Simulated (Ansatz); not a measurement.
# TaN: relaxation of cell and atoms with LDA

TaN:

```
Ta N
1.0
     5.19600    0.00000    0.00000
    -2.59800    4.49987    0.00000
     0.00000    0.00000    2.91100
Ta N
3 3
Cartesian
  0.0000 0.0000 0.0000
  2.5980 1.5000 1.4555
  0.0000 2.9999 1.4555
  -1.0206 1.7678 0.0000
  1.5774 2.7321 0.0000
  2.0412 0.0000 0.0000
```

| Quantity | Value |
| --- | --- |
| Program | Ansatz 0.2.0 |
| Task | relaxation of cell and atoms |
| Functional | LDA |
| Potentials or basis | Ansatz PAW |
| Cutoff | 420 eV (not typed: the program's choice for these potentials) |
| k mesh | 6 × 6 × 9 |
| Occupations | fermi-dirac, width 0.05 eV |
| Spin | no spin polarisation |

- Relaxed volume: 11.00 Å³/atom
- Relaxed cell: a = 5.151 Å, b = 5.151 Å, c = 2.874 Å, α = 90.00°, β = 90.00°, γ = 120.00°
- Space group after relaxing (to 0.05 Å): P-62m (No. 189)
- Energy gained by relaxing: 11.1 meV/atom
- Ionic steps: 9
- Pressure after relaxing: 0.0 GPa
- Band gap on the k mesh: none (metal or under the smearing width)

The path:
| step | energy change (eV) | largest force (eV/Å) | volume (Å³) |
| --- | --- | --- | --- |
| 1 | 0.0000 | 0.0505 | 68.06 |
| 2 | -0.0590 | 0.0814 | 65.19 |
| 3 | -0.0719 | 0.0083 | 66.04 |
| 4 | -0.0724 | 0.0073 | 66.09 |
| 5 | -0.0725 | 0.0193 | 66.05 |
| 6 | -0.0725 | 0.0002 | 66.06 |
| 7 | -0.0666 | 0.0003 | 66.06 |
| 8 | -0.0667 | 0.0000 | 66.03 |
| 9 | -0.0666 | 0.0000 | 66.03 |

Final structure:
```
Ta N
1.0
     5.15071    0.00000    0.00000
    -2.57535    4.46065    0.00000
     0.00000    0.00000    2.87390
Ta N
3 3
Cartesian
  0.0000 0.0000 0.0000
  2.5754 1.4869 1.4369
  0.0000 2.9738 1.4369
  -1.0130 1.7546 0.0000
  1.5624 2.7061 0.0000
  2.0260 0.0000 0.0000
```

Levels at points of the mesh, in eV from the Fermi level:
```tsv
k point	band 24	band 25	band 26	band 27	band 28	band 29	band 30	band 31
(0.00, 0.00, 0.00)	-4.31	-3.34	-1.99	-0.97	-0.97	0.60	0.60	1.84
(0.00, -0.50, 0.00)	-4.00	-3.94	-2.90	-2.72	1.29	1.86	1.96	2.49
```

Run time: 66 s on 2 threads of Arm Neoverse N1, with other jobs on the host, peak memory 0.34 GiB.

Caveat: the plane-wave basis is chosen anew once the cell has moved, so the energies of steps on either side of that aren't comparable; the pressure holds a Pulay correction of +0.6 GPa for the finite cutoff; the PAW data sets come from PBE, with cores solved anew for the run's functional, which leaves a small shift of forces and pressure. Spin-orbit coupling is left out, which matters for the levels of Ta.
